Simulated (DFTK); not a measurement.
# SrO under changes of volume

One of the cells (16.901 Å³/atom); the others are scaled copies at fixed shape and fractional positions:

```
Sr O
1.0
     0.00000    2.56630    2.56630
     2.56630    0.00000    2.56630
     2.56630    2.56630    0.00000
Sr O
1 1
Direct
  0.50000 0.50000 0.50000
  0.00000 0.00000 0.00000
```

* Program: DFTK 0.8.2
* Functional: PBEsol
* Potentials or basis: dojo.nc.sr.pbesol.v0_4_1.standard.upf (PBEsol)
* Cutoff: 1143 eV
* k mesh: 9 × 9 × 9
* Occupations: fermi-dirac, width 0.05 eV
* Spin: no spin polarisation

| volume (Å³/atom) | energy over the lowest point (meV/atom) | pressure (GPa) | gap on the mesh (eV) |
| --- | --- | --- | --- |
| 15.887 | 14.72 | 5.7 | 3.22 |
| 16.225 | 5.19 | 3.3 | 3.24 |
| 16.563 | 0.45 | 1.2 | 3.25 |
| 16.901 | 0.00 | -0.8 | 3.27 |
| 17.239 | 3.38 | -2.5 | 3.28 |
| 17.577 | ? | ? | ? |
| 17.915 | 20.07 | -5.4 | 3.29 |

Task: What does the run at 17.577 Å³/atom give?

Result: Energy over the lowest point 10.19 meV/atom; pressure -4.0 GPa; gap on the mesh 3.29 eV.

Worked out: A Birch-Murnaghan fit of order 3 (a polynomial in V^(-2/3)) to the other rows has its minimum at 16.77 Å³/atom with B0 = V·E''(V) = 94 GPa and B' = 4.5. It gives 10.19 meV/atom at 17.577 Å³/atom, against the run's 10.19, and -dE/dV = -4.0 GPa, against -4.0. A straight line through the other rows of the gap, of slope 0.595 eV per unit of ln V, gives 3.29 eV, against the run's 3.29.

Energies are extrapolated to zero smearing.

Caveats: an odd mesh through Γ misses points on the zone boundary, where band edges often lie. Spin-orbit coupling on Sr is left out.
